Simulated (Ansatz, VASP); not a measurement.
This is a calculation of W for Ansatz 0.2.0.

input.yaml

```yaml
crystal:
  lattice:
    - [-1.582345, 1.582345, 1.582345]
    - [1.582345, -1.582345, 1.582345]
    - [1.582345, 1.582345, -1.582345]
  atoms:
    - { symbol: W, position: [0.0, 0.0, 0.0] }
hamiltonian:
  xc: r2scan
  pseudopotentials: { kind: paw }
  dispersion: rvv10
kpoints:
  mp_grid: { grid: [12, 12, 12] }
scf:
  occupations: { method: fermi_dirac, width: 0.05 }
output:
  forces: true
  stress: true
  eigenvalues: true
relax:
  f_tol: 0.01
  max_steps: 40
  cell: { stress_tol: 0.05 }
```

Potentials or basis: Ansatz PAW.

Launch:

```bash
$ ansatz run input.yaml --threads 2 --pin off --max-ram 5632MiB --backend cpu --events-out ev --progress --plain --runs-dir out
```

Q: Set up the same calculation for VASP 6.6.1. Potentials there: VASP PAW PBE potentials, release 64 (W_sv).

A: As run (the cutoff follows the program's own potentials):

File INCAR:

```
SYSTEM = W
PREC = Accurate ; ENCUT = 600
EDIFF = 1E-6 ; ISMEAR = -1
SIGMA = 0.05 ; LREAL = .False.
LASPH = .True. ; NELM = 60
ALGO = Normal ; ISIF = 3
LWAVE = .False. ; LCHARG = .False.
METAGGA = R2SCAN ; LMIXTAU = .True.
LUSE_VDW = .True. ; IVDW_NL = 2
BPARAM = 11.95 ; CPARAM = 0.0093
IBRION = 2 ; NSW = 40
EDIFFG = -0.005
```

KPOINTS

```
Automatic mesh
0
Gamma
  12 12 12
  0 0 0
```

File POSCAR:

```
W
1.0
   -1.5823450000      1.5823450000      1.5823450000
    1.5823450000     -1.5823450000      1.5823450000
    1.5823450000      1.5823450000     -1.5823450000
W
1
Direct
    0.0000000000      0.0000000000      0.0000000000
```

Potentials or basis: VASP PAW PBE potentials, release 64 (W_sv).

Launch:

```console
$ cat potpaw_PBE.64/W_sv/POTCAR > POTCAR
$ mpirun -np 1 vasp_std > vasp.out
```

Both were run:

|  | VASP | Ansatz | Ansatz less VASP |
| --- | --- | --- | --- |
| gap on the k mesh at the Fermi level, each at its own relaxed structure (eV) | none | none | - |
| relaxed volume (Å³/atom) | 15.91 | 15.81 | -0.098 |
| relaxed cell length with the largest relative difference (Å) | 2.744 | 2.738 | -0.0056 |

A gap of «none» marks a metal or a gap that the smearing closes.

Caveats: the PAW data sets were made with another functional, which shifts forces and pressure a little (VASP); the plane-wave basis is chosen anew once the cell has moved, so the energies of steps on either side of that aren't comparable (Ansatz); the PAW data sets come from PBE, with cores solved anew for the run's functional, which leaves a small shift of forces and pressure (Ansatz). The runs have no spin-orbit coupling, so splittings on W are missing. Zero-point motion and thermal expansion aren't in these numbers.
